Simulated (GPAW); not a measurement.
# Magnetic state of MoS227 Mn2 d5p47 from several starts

Aim: find out whether MoS227 Mn2 d5p47 carries moments, and which collinear order costs least.

Program: GPAW 26.7.0. Level of theory: PBE; plane waves with GPAW's PAW setups, scalar-relativistic. Results are calculated unless marked as measured.

### 1. Starting point

The cell holds 27 atoms: 2 Mn, 18 S and 7 Mo. Cell: a = 9.480 Å, b = 9.480 Å, c = 16.130 Å, α = 90.0°, β = 90.0°, γ = 120.0°. substitutional dopants on the host's lattice, its constants typed without a cited source, atoms not relaxed. Vacuum lies along c.

### 2. Start 1: ferro ++

Parallel moments need no larger cell; this start tests for a ferromagnetic state only.

order1.py reads:

```python
import json
import numpy as np
from ase import Atoms
from ase.parallel import paropen, parprint
from gpaw import GPAW

atoms = Atoms(['Mn', 'S', 'S', 'Mo', 'S', 'S', 'Mo', 'S', 'S', 'Mo', 'S', 'S', 'Mo', 'S', 'S', 'Mo', 'S', 'S', 'Mo', 'S', 'S', 'Mn', 'S', 'S', 'Mo', 'S', 'S'],
    cell=[[9.48, 0.0, 0.0],
         [-4.74, 8.209921, 0.0],
         [0.0, -0.0, 16.13]],
    scaled_positions=[[0.0, 0.0, 0.5],
         [0.222222, 0.111111, 0.597024],
         [0.222222, 0.111111, 0.402976],
         [0.0, 0.333333, 0.5],
         [0.222222, 0.444444, 0.597024],
         [0.222222, 0.444444, 0.402976],
         [0.0, 0.666667, 0.5],
         [0.222222, 0.777778, 0.597024],
         [0.222222, 0.777778, 0.402976],
         [0.333333, 0.0, 0.5],
         [0.555556, 0.111111, 0.597024],
         [0.555556, 0.111111, 0.402976],
         [0.333333, 0.333333, 0.5],
         [0.555556, 0.444444, 0.597024],
         [0.555556, 0.444444, 0.402976],
         [0.333333, 0.666667, 0.5],
         [0.555556, 0.777778, 0.597024],
         [0.555556, 0.777778, 0.402976],
         [0.666667, 0.0, 0.5],
         [0.888889, 0.111111, 0.597024],
         [0.888889, 0.111111, 0.402976],
         [0.666667, 0.333333, 0.5],
         [0.888889, 0.444444, 0.597024],
         [0.888889, 0.444444, 0.402976],
         [0.666667, 0.666667, 0.5],
         [0.888889, 0.777778, 0.597024],
         [0.888889, 0.777778, 0.402976]],
    pbc=True,
    magmoms=[4.5, 0.0, 0.0, 0.0, 0.0, 0.0, 0.0, 0.0, 0.0, 0.0, 0.0, 0.0, 0.0, 0.0, 0.0, 0.0, 0.0, 0.0, 0.0, 0.0, 0.0, 4.5, 0.0, 0.0, 0.0, 0.0, 0.0])
atoms.calc = GPAW(mode={'name': 'pw', 'ecut': 450},
    xc='PBE',
    kpts={'size': (4, 4, 1), 'gamma': True},
    occupations={'name': 'fermi-dirac', 'width': 0.05},
    convergence={'density': 1e-05, 'energy': 1e-05},
    maxiter=200,
    mixer={'name': 'pulay', 'beta': 0.05, 'nmaxold': 6, 'weight': 50},
    symmetry={'tolerance': 1e-4},
    txt='order1.txt')
e = atoms.get_potential_energy(force_consistent=True)
res = {'free_energy': e, 'energy_sigma0': atoms.get_potential_energy(), 'fermi_energy': atoms.calc.get_fermi_level()}
res['moments'] = atoms.get_magnetic_moments().tolist()
res['total'] = atoms.get_magnetic_moment()
parprint('site moments (muB):', np.round(res['moments'], 3))
parprint(f"total moment: {res['total']:.3f} muB")
parprint(f'free energy: {e:.6f} eV')
atoms.calc.write('order1.gpw')
with paropen('results.json', 'w') as f:
    json.dump(res, f)
```

Launch:

```bash
$ OMP_NUM_THREADS=1 mpirun -n 4 gpaw python order1.py > order1.log
```

Numbers of over 12 decimals in the logs are rounded to 6 here.

Log:

```text
site moments (muB): [ 1.41  -0.027 -0.027 -0.033 -0.003 -0.003 -0.033 -0.003 -0.003 -0.033
 -0.024 -0.024 -0.033 -0.024 -0.024  0.012 -0.003 -0.003 -0.033 -0.027
 -0.027  1.353 -0.024 -0.024 -0.033 -0.027 -0.027]
total moment: 1.999 muB
free energy: -191.562435 eV

--- order1.txt ---
Input parameters:
  mode=PW(ecut=450),
  convergence={'density': 1e-05, 'energy': 1e-05},
  kpts=MonkhorstPack(size=(4, 4, 1), gamma=True),
  maxiter=200,
  mixer=Pulay(name='pulay', nmaxold=6, beta=0.05, weight=50, sigma=0.015, g_ss=None),
  occupations=Occupations(name='fermi-dirac', width=0.05),
  symmetry=Symmetry(tolerance=0.0001),
  xc=XC(name='PBE')

Diagonalizing LCAO Hamiltonian
Converting LCAO to pw mode

               S      S       S
                 S       S      S
          Mo      Mo      Mo
                   S       S       S
             MoS    MoS     MnS
               MnS     MoS    MoS

                   S       S       S

Atoms  # Å, Bohr magnetons
|    | symbol |         x |        y |        z |    initial magnetic moments |
|----|--------|-----------|----------|----------|-----------------------------|
|  0 |     Mn |  0.000000 | 0.000000 | 8.065000 | ( 0.0000,  0.0000,  4.5000) |
|  1 |      S |  1.579998 | 0.912213 | 9.629997 | ( 0.0000,  0.0000,  0.0000) |
|  2 |      S |  1.579998 | 0.912213 | 6.500003 | ( 0.0000,  0.0000,  0.0000) |
|  3 |     Mo | -1.579998 | 2.736638 | 8.065000 | ( 0.0000,  0.0000,  0.0000) |
|  4 |      S | -0.000000 | 3.648850 | 9.629997 | ( 0.0000,  0.0000,  0.0000) |
|  5 |      S | -0.000000 | 3.648850 | 6.500003 | ( 0.0000,  0.0000,  0.0000) |
|  6 |     Mo | -3.160002 | 5.473283 | 8.065000 | ( 0.0000,  0.0000,  0.0000) |
|  7 |      S | -1.580003 | 6.385496 | 9.629997 | ( 0.0000,  0.0000,  0.0000) |
|  8 |      S | -1.580003 | 6.385496 | 6.500003 | ( 0.0000,  0.0000,  0.0000) |
|  9 |     Mo |  3.159997 | 0.000000 | 8.065000 | ( 0.0000,  0.0000,  0.0000) |
| 10 |      S |  4.740005 | 0.912213 | 9.629997 | ( 0.0000,  0.0000,  0.0000) |
| 11 |      S |  4.740005 | 0.912213 | 6.500003 | ( 0.0000,  0.0000,  0.0000) |
| 12 |     Mo |  1.579998 | 2.736638 | 8.065000 | ( 0.0000,  0.0000,  0.0000) |
| 13 |      S |  3.160006 | 3.648850 | 9.629997 | ( 0.0000,  0.0000,  0.0000) |
| 14 |      S |  3.160006 | 3.648850 | 6.500003 | ( 0.0000,  0.0000,  0.0000) |
| 15 |     Mo | -0.000005 | 5.473283 | 8.065000 | ( 0.0000,  0.0000,  0.0000) |
| 16 |      S |  1.580003 | 6.385496 | 9.629997 | ( 0.0000,  0.0000,  0.0000) |
| 17 |      S |  1.580003 | 6.385496 | 6.500003 | ( 0.0000,  0.0000,  0.0000) |
| 18 |     Mo |  6.320003 | 0.000000 | 8.065000 | ( 0.0000,  0.0000,  0.0000) |
| 19 |      S |  7.900002 | 0.912213 | 9.629997 | ( 0.0000,  0.0000,  0.0000) |
| 20 |      S |  7.900002 | 0.912213 | 6.500003 | ( 0.0000,  0.0000,  0.0000) |
| 21 |     Mn |  4.740005 | 2.736638 | 8.065000 | ( 0.0000,  0.0000,  4.5000) |
| 22 |      S |  6.320003 | 3.648850 | 9.629997 | ( 0.0000,  0.0000,  0.0000) |
| 23 |      S |  6.320003 | 3.648850 | 6.500003 | ( 0.0000,  0.0000,  0.0000) |
| 24 |     Mo |  3.160002 | 5.473283 | 8.065000 | ( 0.0000,  0.0000,  0.0000) |
| 25 |      S |  4.740000 | 6.385496 | 9.629997 | ( 0.0000,  0.0000,  0.0000) |
| 26 |      S |  4.740000 | 6.385496 | 6.500003 | ( 0.0000,  0.0000,  0.0000) |

Unit cell  # Å
| periodic |         x |         y |         z |   lengths |     angles |
|----------|-----------|-----------|-----------|-----------|------------|
|      yes |  9.480000 |  0.000000 |  0.000000 |  9.480000 |  90.000000 |
|      yes | -4.740000 |  8.209921 |  0.000000 |  9.480000 |  90.000000 |
|      yes |  0.000000 | -0.000000 | 16.130000 | 16.130000 | 119.999999 |

Number of symmetries: 12

BZ-sampling:
  Number of BZ points: 16
  Number of IBZ points: 4

  Monkhorst-Pack size: [4, 4, 1]
  Monkhorst-Pack shift: [0.125, 0.125, 0.0]

K-points  # in reciprocal-cell coordinates
|   |                                coordinates |     weight |
|---|--------------------------------------------|------------|
| 0 | (  0.00000000,   0.00000000,   0.00000000) | 0.06250000 |
| 1 | (  0.25000000,   0.00000000,   0.00000000) | 0.37500000 |
| 2 | (  0.50000000,   0.25000000,   0.00000000) | 0.37500000 |
| 3 | (  0.50000000,   0.50000000,   0.00000000) | 0.18750000 |

Plane wave coefficients: 27283
Cutoff: 450.000000 eV

Spin-components: 2 (collinear spins)
Bands:           151
Projectors:      144
Spin-degeneracy: 1
Datatype:        complex128

Parallelization:
  kpt:    4
  domain: 1
  band:   1

Density:
  Valence electrons: 236.0
  Components: 2
  Grid points: [48 48 80]
  Charge: 0.0  # |e|

Potential:
  Grid points: [48 48 80]

species:
  Mn:
    name:    Manganese
    Z:       25.0
    valence: 15
    core:    10
    charge:  0.0  # [|e|]
    compensation charges:
      type: gauss
      rc: 0.38  # [Å]
      lmax: 2
    cutoffs:
      filter: 2.14  # [Å]
      core: 0.86  # [Å]
    projectors
    | kind |    occ | energy [eV] | rcut [Å] |
    |------|--------|-------------|----------|
    |   3s |  2.000 |     -85.859 |    1.275 |
    |   4s |  2.000 |      -5.106 |    1.275 |
    |   3p |  6.000 |     -54.597 |    1.281 |
    |   4p |  0.000 |      -1.371 |    1.281 |
    |   3d |  5.000 |      -6.771 |    1.138 |
    |    d |        |      20.441 |    1.138 |

    Using partial waves for Mn as LCAO basis

  S:
    name:    Sulfur
    Z:       16.0
    valence: 6
    core:    10
    charge:  0.0  # [|e|]
    compensation charges:
      type: gauss
      rc: 0.24  # [Å]
      lmax: 2
    cutoffs:
      filter: 1.77  # [Å]
      core: 1.66  # [Å]
    projectors
    | kind |    occ | energy [eV] | rcut [Å] |
    |------|--------|-------------|----------|
    |   3s |  2.000 |     -17.254 |    0.974 |
    |   3p |  4.000 |      -7.008 |    0.979 |
    |    s |        |       9.957 |    0.974 |
    |    p |        |      20.203 |    0.979 |
    |    d |        |       0.000 |    0.900 |

    Using partial waves for S as LCAO basis

  Mo:
    name:    Molybdenum
    Z:       42.0
    valence: 14
    core:    28
    charge:  0.0  # [|e|]
    compensation charges:
      type: gauss
      rc: 0.38  # [Å]
      lmax: 2
    cutoffs:
      filter: 2.16  # [Å]
      core: 1.42  # [Å]
    projectors
    | kind |    occ | energy [eV] | rcut [Å] |
    |------|--------|-------------|----------|
    |   4s |  2.000 |     -64.307 |    1.238 |
    |   5s |  1.000 |      -4.084 |    1.238 |
    |   4p |  6.000 |     -38.491 |    1.296 |
    |   5p |  0.000 |      -1.044 |    1.296 |
    |   4d |  5.000 |      -3.754 |    1.296 |
    |    d |        |      23.458 |    1.296 |

    Using partial waves for Mo as LCAO basis

Reference energy: -1029403.842722  # eV

eigensolver:
  PPCG
  Converge bands: occupied
  niter=2

density mixing:
  Pulay-Mixer
  Linear mixing parameters: 0.05
  Old densities: 6
  Fourier metric: weight=50, sigma=0.015

occupation numbers:
  Fermi-Dirac:
    width: 0.0500  # eV

poisson solver:
  ecut: 3600.000000  # eV

xc functional:
  name: PBE with 2 nearest neighbor stencil

convergence criteria:
- Maximum integral of absolute [dens]ity change: 1e-05 electrons / valence electron
- Maximum [total energy] change in last 3 cyles: 1e-05 eV / valence electron
- Maximum integral of absolute [eigenst]ate change: 4e-08 eV^2 / valence electron
maximum number of iterations: 200

SCF iterations
|iter     |      energy | eigst |  dens |  magmom |
|---------|-------------|-------|-------|---------|
|iter:   1|       0s | -203.004874 | +0.62 |       |  +9.0080|
|iter:   2|      22s | -197.090045 | -0.34 | -0.87 |  +8.7448|
|iter:   3|      44s | -193.678386 | -1.06 | -0.98 |  +8.2018|
|iter:   4|      67s | -191.417144 | -1.09 | -1.06 |  +7.0016|
|iter:   5|      89s | -191.102952 | -1.57 | -1.22 |  +6.5386|
|iter:   6|     111s | -190.812430 | -1.27 | -1.26 |  +4.9854|
|iter:   7|     133s | -190.877680 | -2.20 | -1.49 |  +4.6729|
|iter:   8|     155s | -191.054760 | -2.47 | -1.54 |  +3.8113|
|iter:   9|     176s | -191.234650 | -2.50 | -1.70 |  +2.8486|
|iter:  10|     198s | -191.248432 | -3.00 | -1.91 |  +2.7101|
[... 26 iterations left out ...]
|iter:  37|     791s | -191.519671c| -7.25 | -4.19 |  +2.0011|
|iter:  38|     813s | -191.519670c| -7.22 | -4.27 |  +2.0001|
|iter:  39|     830s | -191.519670c| -7.54c| -4.45 |  +1.9994|
|iter:  40|     841s | -191.519670c| -7.65c| -4.56 |  +1.9991|
|iter:  41|     852s | -191.519670c| -7.71c| -4.65 |  +1.9991|
|iter:  42|     863s | -191.519671c| -7.63c| -4.70 |  +1.9992|
|iter:  43|     875s | -191.519671c| -7.64c| -4.80 |  +1.9993|
|iter:  44|     886s | -191.519671c| -7.72c| -4.84 |  +1.9994|
|iter:  45|     897s | -191.519672c| -7.75c| -4.89 |  +1.9993|
|iter:  46|     908s | -191.519673c| -7.85c| -5.11c|  +1.9993|

Converged in 46 steps
Energy contributions relative to reference atoms: (reference = -1029403.842722)

Energy contributions:
  Kinetic:          -9.538219
  Coulomb:         -40.794952
  Zero:             -0.591658
  External:          0.000000
  Xc:             -140.552082
  Entropy:          -0.085525
  Spinorbit:         0.000000
  ----------------------------
  Free energy:    -191.562435
  Extrapolated:   -191.519673

dipole moment: (-13.924974, -98.686084, 0.000037)  # |e|*Ang

Total magnetic moment: (0.000000, 0.000000, 1.999308)

Local magnetic moments
|        x |        y |         z |
|----------|----------|-----------|
| 0.000000 | 0.000000 |  1.410281 |  # Mn   0
| 0.000000 | 0.000000 | -0.026882 |  # S    1
| 0.000000 | 0.000000 | -0.026882 |  # S    2
| 0.000000 | 0.000000 | -0.032831 |  # Mo   3
| 0.000000 | 0.000000 | -0.002926 |  # S    4
| 0.000000 | 0.000000 | -0.002926 |  # S    5
| 0.000000 | 0.000000 | -0.032831 |  # Mo   6
| 0.000000 | 0.000000 | -0.002926 |  # S    7
| 0.000000 | 0.000000 | -0.002926 |  # S    8
| 0.000000 | 0.000000 | -0.032831 |  # Mo   9
| 0.000000 | 0.000000 | -0.024380 |  # S   10
| 0.000000 | 0.000000 | -0.024380 |  # S   11
| 0.000000 | 0.000000 | -0.032831 |  # Mo  12
| 0.000000 | 0.000000 | -0.024380 |  # S   13
| 0.000000 | 0.000000 | -0.024380 |  # S   14
| 0.000000 | 0.000000 |  0.012358 |  # Mo  15
| 0.000000 | 0.000000 | -0.002926 |  # S   16
| 0.000000 | 0.000000 | -0.002926 |  # S   17
| 0.000000 | 0.000000 | -0.032831 |  # Mo  18
| 0.000000 | 0.000000 | -0.026882 |  # S   19
| 0.000000 | 0.000000 | -0.026882 |  # S   20
| 0.000000 | 0.000000 |  1.353157 |  # Mn  21
| 0.000000 | 0.000000 | -0.024380 |  # S   22
| 0.000000 | 0.000000 | -0.024380 |  # S   23
| 0.000000 | 0.000000 | -0.032831 |  # Mo  24
| 0.000000 | 0.000000 | -0.026882 |  # S   25
| 0.000000 | 0.000000 | -0.026882 |  # S   26

Fermi level: 0.043
Eigenvalues  # (at kpt = [0.000, 0.000, 0.000])
| band index |      eig [eV] | occ [0-1] |      eig [eV] | occ [0-1] |
|------------|---------------|-----------|---------------|-----------|
|          0 |       -80.689 |     1.000 |       -79.158 |     1.000 |
|        ... |               |           |               |           |
|        111 |        -2.042 |     1.000 |        -1.611 |     1.000 |
|        112 |        -1.976 |     1.000 |        -1.611 |     1.000 |
|        113 |        -1.976 |     1.000 |        -1.537 |     1.000 |
|        114 |        -1.369 |     1.000 |        -0.933 |     1.000 |
|        115 |        -1.237 |     1.000 |        -0.790 |     1.000 |
|        116 |        -1.237 |     1.000 |        -0.790 |     1.000 |
|        117 |        -0.239 |     0.996 |         0.330 |     0.003 |
|        118 |         0.009 |     0.663 |         0.754 |     0.000 |
|        119 |         0.010 |     0.661 |         0.754 |     0.000 |
|        120 |         0.218 |     0.029 |         0.754 |     0.000 |
|        121 |         0.649 |     0.000 |         0.865 |     0.000 |
|        122 |         0.649 |     0.000 |         1.025 |     0.000 |
|        123 |         0.676 |     0.000 |         1.025 |     0.000 |
|        124 |         0.676 |     0.000 |         1.150 |     0.000 |
|        125 |         0.769 |     0.000 |         1.150 |     0.000 |
|        ... |               |           |               |           |
|        150 |         3.224 |     0.000 |         3.215 |     0.000 |

No gap
No difference between direct/indirect transitions
```

Wall time 16 min (4 MPI ranks of Arm Neoverse V2, shared host); peak memory 3.6 GiB.

Spin moment in the augmentation sphere by element, in μB:

```
element  atoms   mean  spread (r.m.s.)  least  largest
     Mn      2   1.38             0.03   1.35     1.41
      S     18  -0.02             0.01  -0.03     0.00
     Mo      7  -0.03             0.02  -0.03     0.01
```

The atoms farthest from the mean of their element:

```
atom        x, y, z (Å)  spin moment in the augmentation sphere (μB)
Mo16   0.00, 5.47, 8.06                                         0.01
Mn22   4.74, 2.74, 8.06                                         1.35
 Mn1   0.00, 0.00, 8.06                                         1.41
  S6   0.00, 3.65, 6.50                                         0.00
  S9  -1.58, 6.39, 6.50                                         0.00
  S5   0.00, 3.65, 9.63                                         0.00
 S17   1.58, 6.39, 9.63                                         0.00
  S8  -1.58, 6.39, 9.63                                         0.00
```

Read from the output:

```yaml
magnetization: 1.999 μB
final_state: ferromagnetic
```

After 46 cycles the largest moment stands at 1.41 μB.

(Part 1 of 2 ends here.)

[Logs and program files are shortened in this print: banners, set-up blocks, solver, clock and traceback lines can be left out without a mark of their own.]

[Logs are printed without paths, hosts, clocks, repeated set-up lines and the standing remarks that a program may print on its own settings, such as how far it seeks lower states.]

[Hosts, paths, dates, database ids (printed as entryN), source tags and the programs' standing remarks are cut or masked in the printed files.]

[Where a cell is said to come from a database of computed structures, the database is the Materials Project.]
